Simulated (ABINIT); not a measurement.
# TaN (Fm-3m) in ABINIT: reference runs

Reference runs on TaN: the cell as given and a disturbed copy.

All numbers are computed with ABINIT 10.8.3 (patched build); they aren't measurements. Logs are shortened: lines on timing, memory, paths and dates and some standing lists are left out, and cuts for length are marked. The log counts tension as positive stress, the text compression.

## (1) The crystal as given

The structure is cubic, space group Fm-3m (No. 225). The conventional cell has a = 4.423 Å, b = 4.423 Å, c = 4.423 Å, α = 90.00°, β = 90.00°, γ = 90.00°. Ta (site symmetry m-3m) has 6 N at 2.21 Å as nearest neighbours. N (site symmetry m-3m) is surrounded by 6 Ta at 2.21 Å.

The cell comes from a database or a generator and needn't be the stable form of this composition.

## (2) Single point, PBE

run.abi

```
# Pseudopotentials
pp_dirpath "./"
pseudos "Ta.GGA_PBE-JTH.xml, N.GGA_PBE-JTH.xml"

# Structure
acell 3.1272829774 3.1272829774 3.1272829774 Angstrom
rprim
     0.0000000000     0.7071067812     0.7071067812
     0.7071067812     0.0000000000     0.7071067812
     0.7071067812     0.7071067812     0.0000000000
ntypat 2
znucl 73 7
natom 2
typat 1 2
xred
     0.5000000000     0.5000000000     0.5000000000
     0.0000000000     0.0000000000     0.0000000000

# Plane-wave basis
ecut 707.496042 eV
pawecutdg 48.0
pawxcdev 0

# k points
kptopt 1
ngkpt 10 10 10
nshiftk 1
shiftk 0.0 0.0 0.0

# Exchange and correlation
ixc 11

# Bands and occupations
nband 13
occopt 3
tsmear 0.05 eV

# SCF cycle
nstep 100
tolvrs 1.0e-9

# Output
iomode 3
prtwf 0
prteig 0
prtebands 0
enunit 2
prtden 1
prtvha 1
prtvclmb 1
prtpot 1
```

Potentials or basis: JTH PAW PBE v2.0.

Run with:

```
$ abinit run.abi > log 2>&1
```

run.abo:

```text
.Version 10.8.3 of ABINIT
 Symmetries : space group Fm -3 m (#225); Bravais cF (face-center cubic)
================================================================================
 Values of the parameters that define the memory need of the present run
     intxc =       0    ionmov =       0      iscf =      17    lmnmax =      18
     lnmax =       6     mgfft =      30  mpssoang =       3    mqgrid =    3001
     natom =       2  nloc_mem =       2    nspden =       1   nspinor =       1
    nsppol =       1      nsym =      48    n1xccc =       1    ntypat =       2
    occopt =       3   xclevel =       2
       mpw =         938          nfft =       27000          nkpt =          47
 PAW method is used; the additional fine FFT grid is defined by:
   mgfftf=        40    nfftf =     64000
================================================================================
================================================================================

--------------------------------------------------------------------------------
------------- Echo of variables that govern the present computation ------------
--------------------------------------------------------------------------------
 -outvars: echo values of preprocessed input variables --------
            acell      5.9097083455E+00  5.9097083455E+00  5.9097083455E+00 Bohr
              amu      1.80947900E+02  1.40067400E+01
             ecut      2.60000000E+01 Hartree
           enunit           2
              ixc          11
         kptrlatt       10    0    0      0   10    0      0    0   10
          kptrlen      5.90970835E+01
            natom           2
            nband          13
            ngfft          30      30      30
          ngfftdg          40      40      40
             nkpt          47
            nstep         100
             nsym          48
           ntypat           2
           occopt           3
        pawecutdg      4.80000000E+01 Hartree
         pawxcdev           0
        prtebands           0
           prteig           0
           prtpot           1
         prtvclmb           1
           prtvha           1
            prtwf           0
            rprim      0.0000000000E+00  7.0710678120E-01  7.0710678120E-01
                       7.0710678120E-01  0.0000000000E+00  7.0710678120E-01
                       7.0710678120E-01  7.0710678120E-01  0.0000000000E+00
          spgroup         225
           tolvrs      1.00000000E-09
           tsmear      1.83746611E-03 Hartree
            typat      1  2
           useylm           1
           xangst      2.2113230001E+00  2.2113230001E+00  2.2113230001E+00
                       0.0000000000E+00  0.0000000000E+00  0.0000000000E+00
            xcart      4.1787948460E+00  4.1787948460E+00  4.1787948460E+00
                       0.0000000000E+00  0.0000000000E+00  0.0000000000E+00
             xred      5.0000000000E-01  5.0000000000E-01  5.0000000000E-01
                       0.0000000000E+00  0.0000000000E+00  0.0000000000E+00
            znucl       73.00000    7.00000

================================================================================

 chkinp: Checking input parameters for consistency.

================================================================================
== DATASET  1 ==================================================================

--- !DatasetInfo
iteration_state: {dtset: 1, }
dimensions: {natom: 2, nkpt: 47, mband: 13, nsppol: 1, nspinor: 1, nspden: 1, mpw: 938, }
cutoff_energies: {ecut:  26.0, pawecutdg:  48.0, }
electrons: {nelect:   1.80000000E+01, charge:   0.00000000E+00, occopt:   3.00000000E+00, tsmear:   1.83746611E-03, }
meta: {optdriver: 0, ionmov: 0, optcell: 0, iscf: 17, paral_kgb: 0, }
...

 Exchange-correlation functional for the present dataset will be:
  GGA: Perdew-Burke-Ernzerhof functional - ixc=11
  J.P.Perdew, K.Burke, M.Ernzerhof, PRL 77, 3865 (1996)

 Real(R)+Recip(G) space primitive vectors, cartesian coordinates (Bohr,Bohr^-1):
 R(1)=  0.0000000  4.1787948  4.1787948  G(1)= -0.1196517  0.1196517  0.1196517
 R(2)=  4.1787948  0.0000000  4.1787948  G(2)=  0.1196517 -0.1196517  0.1196517
 R(3)=  4.1787948  4.1787948  0.0000000  G(3)=  0.1196517  0.1196517 -0.1196517
 Unit cell volume ucvol=  1.4594296E+02 bohr^3
 Angles (23,13,12)=  6.00000000E+01  6.00000000E+01  6.00000000E+01 degrees

 Coarse grid specifications (used for wave-functions):

 getcut: wavevector=  0.0000  0.0000  0.0000  ngfft=  30  30  30
         ecut(hartree)=     26.000   => boxcut(ratio)=   2.21404

 getcut : COMMENT -
  Note that boxcut > 2.2 ; recall that boxcut=Gcut(box)/Gcut(sphere) = 2
  is sufficient for exact treatment of convolution.
  Such a large boxcut is a waste : you could raise ecut
  e.g. ecut=   31.862819 Hartrees makes boxcut=2

[... 58 lines left out ...]
  sigma(2 2)=  5.30937204E-05  sigma(3 1)=  0.00000000E+00
  sigma(3 3)=  5.30937204E-05  sigma(2 1)=  0.00000000E+00

--- !ResultsGS
iteration_state: {dtset: 1, }
comment   : Summary of ground state results
lattice_vectors:
- [  0.0000000,   4.1787948,   4.1787948, ]
- [  4.1787948,   0.0000000,   4.1787948, ]
- [  4.1787948,   4.1787948,   0.0000000, ]
lattice_lengths: [   5.90971,    5.90971,    5.90971, ]
lattice_angles: [ 60.000,  60.000,  60.000, ] # degrees, (23, 13, 12)
lattice_volume:   1.4594296E+02
convergence: {deltae: -2.856E-12, res2:  1.607E-10, residm:  3.560E-05, diffor: null, }
etotal    :  -6.90634029E+01
entropy   :   0.00000000E+00
fermie    :   2.25852018E-01
cartesian_stress_tensor: # hartree/bohr^3
- [  5.30937204E-05,   0.00000000E+00,   0.00000000E+00, ]
- [  0.00000000E+00,   5.30937204E-05,   0.00000000E+00, ]
- [  0.00000000E+00,   0.00000000E+00,   5.30937204E-05, ]
pressure_GPa:  -1.5621E+00
xred      :
- [  5.0000E-01,   5.0000E-01,   5.0000E-01, Ta]
- [  0.0000E+00,   0.0000E+00,   0.0000E+00,  N]
cartesian_forces: # hartree/bohr
- [ -0.00000000E+00,  -0.00000000E+00,  -0.00000000E+00, ]
- [ -0.00000000E+00,  -0.00000000E+00,  -0.00000000E+00, ]
force_length_stats: {min:   0.00000000E+00, max:   0.00000000E+00, mean:   0.00000000E+00, }
...

 Integrated electronic density in atomic spheres:
 ------------------------------------------------
 Atom  Sphere_radius  Integrated_density
    1        2.41973         10.70341523
    2        1.20497          2.54416895

================================================================================

 ----iterations are completed or convergence reached----

 Mean square residual over all n,k,spin=   19.817E-08; max=  35.601E-06
 reduced coordinates (array xred) for    2 atoms
       0.500000000000      0.500000000000      0.500000000000
       0.000000000000      0.000000000000      0.000000000000
 rms dE/dt=  0.0000E+00; max dE/dt=  0.0000E+00; dE/dt below (all hartree)
    1       0.000000000000      0.000000000000      0.000000000000
    2       0.000000000000      0.000000000000      0.000000000000

 cartesian coordinates (angstrom) at end:
    1      2.21132300005087     2.21132300005087     2.21132300005087
    2      0.00000000000000     0.00000000000000     0.00000000000000

 cartesian forces (hartree/bohr) at end:
    1     -0.00000000000000    -0.00000000000000    -0.00000000000000
    2     -0.00000000000000    -0.00000000000000    -0.00000000000000
 frms,max,avg= 0.0000000E+00 0.0000000E+00   0.000E+00  0.000E+00  0.000E+00 h/b

 cartesian forces (eV/Angstrom) at end:
    1     -0.00000000000000    -0.00000000000000    -0.00000000000000
    2     -0.00000000000000    -0.00000000000000    -0.00000000000000
 frms,max,avg= 0.0000000E+00 0.0000000E+00   0.000E+00  0.000E+00  0.000E+00 e/A
 length scales=  5.909708345499  5.909708345499  5.909708345499 bohr
              =  3.127282977400  3.127282977400  3.127282977400 angstroms
 Fermi (or HOMO) energy (hartree) =   0.22585   Average Vxc (hartree)=  -0.48907
 Eigenvalues (hartree) for nkpt=  47  k points:
 kpt#   1, nband= 13, wtk=  0.00100, kpt=  0.0000  0.0000  0.0000 (reduced coord)
  -2.33308   -1.09144   -1.09144   -1.09144   -0.46250    0.08618    0.08618    0.08618
   0.14910    0.14910    0.14910    0.22713    0.22713
      occupation numbers for kpt#   1
   2.00000    2.00000    2.00000    2.00000    2.00000    2.00000    2.00000    2.00000
   2.00000    2.00000    2.00000    0.66660    0.66660
 prteigrs : prtvol=0 or 1, do not print more k-points.

 Fermi (or HOMO) energy (eV) =   6.14575   Average Vxc (eV)= -13.30820
 Eigenvalues (   eV  ) for nkpt=  47  k points:
 kpt#   1, nband= 13, wtk=  0.00100, kpt=  0.0000  0.0000  0.0000 (reduced coord)
 -63.48641  -29.69952  -29.69952  -29.69952  -12.58516    2.34519    2.34519    2.34519
   4.05728    4.05728    4.05728    6.18041    6.18041
 prteigrs : prtvol=0 or 1, do not print more k-points.

--- !EnergyTerms
iteration_state     : {dtset: 1, }
comment             : Components of total free energy in Hartree
kinetic             :  1.20291779808452E+01
hartree             :  8.12524983587702E+00
xc                  : -1.09183876033025E+01
Ewald energy        : -6.16881514529893E+01
psp_core            :  9.86716770708278E+00
local_psp           : -1.14077452701504E+01
PAW spherical_terms : -1.50705054237369E+01
internal            : -6.90631942263741E+01
'-kT*entropy'       : -2.16311967688140E-04
total_energy        : -6.90634105383418E+01
total_energy_eV     : -1.87931113962357E+03
...

--- !EnergyTermsDC
iteration_state     : {dtset: 1, }
comment             : '"Double-counting" decomposition of free energy'
band_energy         : -1.19322322060908E+01
Ewald energy        : -6.16881514529893E+01
psp_core            :  9.86716770708278E+00
xc_dc               : -1.17672798135147E+01
PAW spherical_terms :  6.45730915207363E+00
internal            : -6.90631866134383E+01
'-kT*entropy'       : -2.16311967688140E-04
total_energy_dc     : -6.90634029254060E+01
total_energy_dc_eV  : -1.87931093246504E+03
...

--- !EnergyTermsWithPAWCore
iteration_state     : {dtset: 1, }
comment             : 'Components of total free energy, including PAW core contributions'
Total energy        : -1.56597399268445E+04
Total energy DC     : -1.56597399192315E+04
Total energy (eV)   : -4.26123231660975E+05
Total energy DC (eV): -4.26123231453817E+05
...

 Cartesian components of stress tensor (hartree/bohr^3)
  sigma(1 1)=  5.30937204E-05  sigma(3 2)=  0.00000000E+00
  sigma(2 2)=  5.30937204E-05  sigma(3 1)=  0.00000000E+00
  sigma(3 3)=  5.30937204E-05  sigma(2 1)=  0.00000000E+00

-Cartesian components of stress tensor (GPa)         [Pressure= -1.5621E+00 GPa]
- sigma(1 1)=  1.56207118E+00  sigma(3 2)=  0.00000000E+00
- sigma(2 2)=  1.56207118E+00  sigma(3 1)=  0.00000000E+00
- sigma(3 3)=  1.56207118E+00  sigma(2 1)=  0.00000000E+00

== END DATASET(S) ==============================================================
================================================================================

 -outvars: echo values of variables after computation  --------
            acell      5.9097083455E+00  5.9097083455E+00  5.9097083455E+00 Bohr
           etotal     -6.9063402925E+01
            fcart     -0.0000000000E+00 -0.0000000000E+00 -0.0000000000E+00
                      -0.0000000000E+00 -0.0000000000E+00 -0.0000000000E+00
            rprim      0.0000000000E+00  7.0710678120E-01  7.0710678120E-01
                       7.0710678120E-01  0.0000000000E+00  7.0710678120E-01
                       7.0710678120E-01  7.0710678120E-01  0.0000000000E+00
           strten      5.3093720411E-05  5.3093720411E-05  5.3093720411E-05
                       0.0000000000E+00  0.0000000000E+00  0.0000000000E+00
           xangst      2.2113230001E+00  2.2113230001E+00  2.2113230001E+00
                       0.0000000000E+00  0.0000000000E+00  0.0000000000E+00
             xred      5.0000000000E-01  5.0000000000E-01  5.0000000000E-01
                       0.0000000000E+00  0.0000000000E+00  0.0000000000E+00
 Calculation completed.
```

Wall time 16 s (1 thread of AMD EPYC 9R45 (Zen 5), shared host); peak memory 0.13 GiB.

What came out:

```yaml
Free_energy: -1879.3109 eV
Pressure: -1.6 GPa
Band_gap_on_the_k_mesh: none (metal or under the smearing width)
Valence_electrons_inside_the_program's_atomic_spheres: Ta 10.70; N 2.54
```

Caveat: the highest band is partly filled, so the run has too few bands. The run has no spin-orbit coupling, so splittings on Ta are missing.

## (3) Equation of state, PBE

run.abi

```
ndtset 7
getwfk -1
scalecart1 3*0.9795861087
scalecart2 3*0.9864848297
scalecart3 3*0.9932883884
scalecart4 3*1.0000000000
scalecart5 3*1.0066227096
scalecart6 3*1.0131594038
scalecart7 3*1.0196128224

pp_dirpath "./"
pseudos "Ta.GGA_PBE-JTH.xml, N.GGA_PBE-JTH.xml"

acell 3.1272829774 3.1272829774 3.1272829774 Angstrom
rprim
     0.0000000000     0.7071067812     0.7071067812
     0.7071067812     0.0000000000     0.7071067812
     0.7071067812     0.7071067812     0.0000000000
ntypat 2
znucl 73 7
natom 2
typat 1 2
xred
     0.5000000000     0.5000000000     0.5000000000
     0.0000000000     0.0000000000     0.0000000000

ecut 26.0
pawecutdg 48.0
pawxcdev 0

kptopt 1
ngkpt 10 10 10
nshiftk 1
shiftk 0.0 0.0 0.0

ixc 11

nband 13
occopt 3
tsmear 0.00183747

nstep 100
tolvrs 1.0e-9

iomode 3
prtwf 1
prtden 0
prteig 0
prtebands 0
```

Potentials or basis: JTH PAW PBE v2.0.

Run with:

```
$ abinit run.abi > log 2>&1
```

It took 65 s on 1 thread of AMD EPYC 9R45 (Zen 5), shared host; peak memory 0.15 GiB.

Results (log left out):

- Equilibrium volume: 10.77 Å³/atom
- Bulk modulus: 331 GPa
- Pressure derivative of the bulk modulus: 4.5

Energy against volume, from the lowest point:
| volume (Å³/atom) | energy (meV/atom) |
| --- | --- |
| 10.164 | 38.57 |
| 10.381 | 15.18 |
| 10.597 | 2.68 |
| 10.813 | 0.00 |
| 11.030 | 6.09 |
| 11.246 | 20.03 |
| 11.462 | 41.01 |

Caveat: pressures at fixed basis lie under the slope of the energies; the highest band is partly filled, so the run has too few bands. The run has no spin-orbit coupling, so splittings on Ta are missing.

## (4) Single point, PBE (atoms moved at random, drawn with an rms of 0.05 Å)

run.abi

```
# Pseudopotentials
pp_dirpath "./"
pseudos "Ta.GGA_PBE-JTH.xml, N.GGA_PBE-JTH.xml"

# Structure
acell 3.1272829774 3.1272829774 3.1272829774 Angstrom
rprim
     0.0000000000     0.7071067812     0.7071067812
     0.7071067812     0.0000000000     0.7071067812
     0.7071067812     0.7071067812     0.0000000000
ntypat 2
znucl 73 7
natom 2
typat 1 2
xred
     0.5135260000     0.4842130000     0.5289790000
    -0.0129020000    -0.0147020000     0.0156950000
chkprim 0
chksymtnons 0
tolsym 1.0e-6

# Plane-wave basis
ecut 26.0
pawecutdg 48.0
pawxcdev 0

# k points
kptopt 1
ngkpt 10 10 10
nshiftk 1
shiftk 0.0 0.0 0.0

# Exchange and correlation
ixc 11

# Bands and occupations
nband 13
occopt 3
tsmear 0.05 eV

# SCF cycle
nstep 100
tolvrs 1.0e-9

# Output
iomode 3
prtwf 0
prtden 0
prteig 0
prtebands 0
```

Potentials or basis: JTH PAW PBE v2.0.

Run with:

```
$ abinit run.abi > log 2>&1
```

run.abo:

```text
.Version 10.8.3 of ABINIT
 Symmetries : space group P1 (#  1); Bravais aP (primitive triclinic)
================================================================================
 Values of the parameters that define the memory need of the present run
     intxc =       0    ionmov =       0      iscf =      17    lmnmax =      18
     lnmax =       6     mgfft =      30  mpssoang =       3    mqgrid =    3001
     natom =       2  nloc_mem =       2    nspden =       1   nspinor =       1
    nsppol =       1      nsym =       1    n1xccc =       1    ntypat =       2
    occopt =       3   xclevel =       2
       mpw =         938          nfft =       27000          nkpt =         504
 PAW method is used; the additional fine FFT grid is defined by:
   mgfftf=        40    nfftf =     64000
================================================================================
================================================================================

--------------------------------------------------------------------------------
[... 262 lines left out ...]
- sigma(2 2)= -1.72560688E+00  sigma(3 1)=  7.69991667E-02
- sigma(3 3)= -1.11064655E-02  sigma(2 1)=  1.79461495E-01

== END DATASET(S) ==============================================================
================================================================================

 -outvars: echo values of variables after computation  --------
            acell      5.9097083455E+00  5.9097083455E+00  5.9097083455E+00 Bohr
           etotal     -6.9061851903E+01
            fcart     -4.0521285878E-03 -1.3268766828E-02 -8.5160706371E-03
                       4.0521285878E-03  1.3268766828E-02  8.5160706371E-03
            rprim      0.0000000000E+00  7.0710678120E-01  7.0710678120E-01
                       7.0710678120E-01  0.0000000000E+00  7.0710678120E-01
                       7.0710678120E-01  7.0710678120E-01  0.0000000000E+00
           strten      3.2182824921E-05 -5.8652185632E-05 -3.7750108850E-07
                       1.0990288539E-05  2.6171484819E-06  6.0997722346E-06
           xangst      2.2404947731E+00  2.3053152842E+00  2.2063231987E+00
                       2.1958437391E-03  6.1762251391E-03 -6.1041360093E-02
             xred      5.1352600000E-01  4.8421300000E-01  5.2897900000E-01
                      -1.2902000000E-02 -1.4702000000E-02  1.5695000000E-02
 Calculation completed.
```

Wall time 2.6 min (1 thread of AMD EPYC 9R45 (Zen 5), shared host); peak memory 0.33 GiB.

Results:

```yaml
Free_energy: -1879.2687 eV
Pressure: 0.3 GPa
Largest_force: 0.837 eV/Å
Band_gap_on_the_k_mesh: none (metal or under the smearing width)
Valence_electrons_inside_the_program's_atomic_spheres: Ta 10.71; N 2.60
```

Forces on the atoms (eV/Å):
```
Ta  -0.208 -0.682 -0.438
N    0.208  0.682  0.438
```

Spin-orbit coupling is left out, which matters for the levels of Ta.

## (5) Summary

```csv
task,cell,gap on the mesh (eV),pressure (GPa)
single point,as given,none,-1.6
equation of state,as given,-,-
single point,"atoms moved at random, drawn with an rms of 0.05 Å",none,0.3
```

Alike in all rows: level PBE; potentials or basis JTH PAW PBE v2.0; no spin polarisation; k mesh 10 × 10 × 10; cutoff (eV) 707; smearing fermi-dirac 0.05 eV.

Caveats: the highest band is partly filled, so the run has too few bands (some runs); pressures at fixed basis lie under the slope of the energies (some runs).

Total energies depend on the potentials used, so only differences within one code and one set of settings carry meaning.
